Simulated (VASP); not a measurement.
# Sc (Im-3m) in VASP: notebook, part 2 of 2

VASP 6.6.1.

**3. Single point, r2SCAN**

This run uses another cell than the first one, of 19.54 Å³/atom, 1.091 times its volume.

Input file POSCAR:

```
Sc
1.0
   -1.6968243039      1.6968243039      1.6968243039
    1.6968243039     -1.6968243039      1.6968243039
    1.6968243039      1.6968243039     -1.6968243039
Sc
1
Direct
    0.0000000000      0.0000000000      0.0000000000
```

Input file INCAR.step1:

```
SYSTEM = Sc
ALGO     = Normal         ! electronic algorithm
EDIFF    = 1E-4           ! SCF threshold, eV
ENCUT    = 520            ! plane-wave cutoff, eV
GGA      = PE             ! functional
ISMEAR   = -1             ! smearing method
LASPH    = .True.         ! aspherical terms in the spheres
LCHARG   = .False.        ! write CHGCAR
LREAL    = .False.        ! projectors in reciprocal space
LWAVE    = .True.         ! write WAVECAR
NBANDS   = 12             ! bands
NELM     = 100            ! most SCF steps
PREC     = Accurate       ! precision mode
SIGMA    = 0.1            ! smearing width, eV
```

Input file INCAR.step2:

```
SYSTEM = Sc
ALGO     = Normal         ! electronic algorithm
EDIFF    = 1E-6           ! SCF threshold, eV
ENCUT    = 520            ! plane-wave cutoff, eV
ISIF     = 2              ! what is computed and relaxed
ISMEAR   = -1             ! smearing method
ISTART   = 1            
LASPH    = .True.         ! aspherical terms in the spheres
LCHARG   = .False.        ! write CHGCAR
LMIXTAU  = .True.       
LREAL    = .False.        ! projectors in reciprocal space
LWAVE    = .False.        ! write WAVECAR
METAGGA  = R2SCAN         ! meta-GGA
NBANDS   = 12             ! bands
NELM     = 100            ! most SCF steps
PREC     = Accurate       ! precision mode
SIGMA    = 0.1            ! smearing width, eV
```

Input file KPOINTS:

```
k-points
0
Gamma
  14 14 14
  0 0 0
```

Potentials or basis: VASP PAW PBE potentials, release 64 (Sc_sv).

On the command line:

```sh
$ cat potpaw_PBE.64/Sc_sv/POTCAR > POTCAR
$ cp INCAR.step1 INCAR
$ mpirun -np 1 vasp_std > vasp.out
$ cp INCAR.step2 INCAR
$ mpirun -np 1 vasp_std > vasp.out
```

OUTCAR:

```text
SYSTEM = Sc
   EDIFF = 1E-6
   ENCUT = 520
   ISIF = 2
   ISMEAR = -1
   ISTART = 1
   LASPH = .True.
   LREAL = .False.
   METAGGA = R2SCAN
   NELM = 100
   PREC = Accurate

 ion  position               nearest neighbor table
   1  0.000  0.000  0.000-

  LATTYP: Found a body centered cubic cell.
 ALAT       =     3.3936486078

  Lattice vectors:

 A1 = (  -1.6968243039,   1.6968243039,   1.6968243039)
 A2 = (   1.6968243039,  -1.6968243039,   1.6968243039)
 A3 = (   1.6968243039,   1.6968243039,  -1.6968243039)

Analysis of symmetry for initial positions (statically):
=====================================================================
 Subroutine PRICEL returns:
 Original cell was already a primitive cell.

 Routine SETGRP: Setting up the symmetry group for a
 body centered cubic supercell.

 Subroutine GETGRP returns: Found 48 space group operations
 (whereof 48 operations were pure point group operations)
 out of a pool of 48 trial point group operations.

The static configuration has the point symmetry O_h .

Analysis of symmetry for dynamics (positions and initial velocities):
=====================================================================
 Subroutine PRICEL returns:
 Original cell was already a primitive cell.

 Routine SETGRP: Setting up the symmetry group for a
 body centered cubic supercell.

 Subroutine GETGRP returns: Found 48 space group operations
 (whereof 48 operations were pure point group operations)
 out of a pool of 48 trial point group operations.

The dynamic configuration has the point symmetry O_h .

 Subroutine INISYM returns: Found 48 space group operations
 (whereof 48 operations are pure point group operations),
 and found     1 'primitive' translations

----------------------------------------------------------------------------------------

                                     Primitive cell

  volume of cell :      19.5421

[... 113 lines left out ...]
   AEXX    =    0.0000 exact exchange contribution
   IVDW    =     0    specifies the selected vdW correction
   LEPSILON=     F    determine dielectric tensor
   LRPA    =     F    only Hartree local field effects (RPA)
 non-spin polarized calculation
  energy-cutoff  :      520.00
  volume of cell :       19.54
 maximum number of plane-waves:       546
 NGX is ok and might be reduce to    24
   NGX = 11   NGY = 11   NGZ = 11

 number of electron      10.9999997 magnetization

 Free energy of the ion-electron system (eV)
  ---------------------------------------------------
  ext. energy  EPLUGINS =         0.00000000
  ---------------------------------------------------
  free energy    TOTEN  =       -11.00751145 eV

  energy without entropy =      -10.94872624  energy(sigma->0) =      -10.97811884

 E-fermi :   5.4002     XC(G=0): -11.6492

 val. band max:        5.3986468404   @ k =  -0.4286  -0.4286   0.0714
 cond. band min:       5.4031311315   @ k =   0.3571   0.2143   0.0000
 fundamental gap:      0.0044842911
 Fermi energy:         5.4002181680

 k-point     1 :       0.0000    0.0000    0.0000
  band No.  band energies     occupation
      1     -45.7366      2.00000
      2     -22.9613      2.00000
      3     -22.9613      2.00000
      4     -22.9613      2.00000
      5      -0.6008      2.00000
      6       7.4216      0.00000
      7       7.4216      0.00000
      8       7.4216      0.00000
      9       9.1865      0.00000
     10       9.1865      0.00000
     11      21.6370      0.00000
     12      21.6370      0.00000
[... 331 lines left out ...]
 k-point    24 :       0.3571    0.2857    0.0000
  band No.  band energies     occupation
      1     -45.5449      2.00000
      2     -23.6166      2.00000
      3     -23.4807      2.00000
      4     -23.0652      2.00000
      5       4.6608      1.99877
      6       5.2488      1.63937
      7       5.2855      1.51814
      8       9.4034      0.00000
      9       9.6763      0.00000
     10      13.4447      0.00000
     11      14.6632      0.00000
     12      15.3563      0.00000

 [... further k-points ...]

------------------------ aborting loop because EDIFF is reached ----------------------------------------

  FORCE on cell =-STRESS in cart. coord.  units (eV):
  Direction    XX          YY          ZZ          XY          YZ          ZX
  --------------------------------------------------------------------------------------
  -------------------------------------------------------------------------------------
  Total        2.4937869      2.4937869      2.4937869      0.0000000      0.0000000      0.0000000
  in kB      204.4557349    204.4557349    204.4557349      0.0000000      0.0000000      0.0000000
  external PRESSURE =     204.4557349 kB  Pullay stress =       0.0000000 kB

 VOLUME and BASIS-vectors are now :
 -----------------------------------------------------------------------------
  energy-cutoff  :      520.00
  volume of cell :       19.54
      direct lattice vectors                 reciprocal lattice vectors
    -1.696824304  1.696824304  1.696824304     0.000000000  0.294668104  0.294668104
     1.696824304 -1.696824304  1.696824304     0.294668104  0.000000000  0.294668104
     1.696824304  1.696824304 -1.696824304     0.294668104  0.294668104  0.000000000

 POSITION                                       TOTAL-FORCE (eV/Angst)
 -----------------------------------------------------------------------------------
      0.00000      0.00000      0.00000        -0.000000      0.000000     -0.000000
 -----------------------------------------------------------------------------------
    total drift:                               -0.000000      0.000000      0.000000

  FREE ENERGIE OF THE ION-ELECTRON SYSTEM (eV)
  ---------------------------------------------------
  free  energy   TOTEN  =       -11.0075114503 eV

  energy  without entropy=      -10.9487262358  energy(sigma->0) =      -10.97811884
```

OSZICAR.step1:

```text
N       E                     dE             d eps       ncg     rms          rms(c)
DAV:   1     0.747458079195E+02    0.74746E+02   -0.51296E+03  2512   0.940E+02
DAV:   2    -0.505998471243E+01   -0.79806E+02   -0.77959E+02  2496   0.293E+02
DAV:   3    -0.641488423715E+01   -0.13549E+01   -0.13334E+01  3052   0.510E+01
DAV:   4    -0.643672288971E+01   -0.21839E-01   -0.21832E-01  3052   0.526E+00
DAV:   5    -0.643706824044E+01   -0.34535E-03   -0.34535E-03  3224   0.667E-01    0.688E+00
DAV:   6    -0.598640712513E+01    0.45066E+00   -0.64091E-01  3592   0.124E+01    0.231E+00
DAV:   7    -0.591908391122E+01    0.67323E-01   -0.14842E-01  3804   0.573E+00    0.491E-01
DAV:   8    -0.591485103710E+01    0.42329E-02   -0.76244E-03  2840   0.126E+00    0.126E-01
DAV:   9    -0.591467862593E+01    0.17241E-03   -0.60940E-04  3524   0.402E-01    0.168E-02
DAV:  10    -0.591468034240E+01   -0.17165E-05   -0.10811E-05  1336   0.337E-02
   1 F= -.59146803E+01 E0= -.58812915E+01  d E =-.667777E-01
```

Wall time 22 s (1 thread of Intel Xeon 6975P-C (Granite Rapids), shared host); peak memory 0.16 GiB.

Results:

| Item | Value |
| --- | --- |
| Free energy | -11.0075 eV |
| Pressure | 20.4 GPa |
| Band gap on the k mesh | none (metal or under the smearing width) |

Caveat: so large a pressure means that the cell lies far from this level's equilibrium, or that cutoff or potentials fall short; the potentials were made for another functional, which shifts forces and pressure.
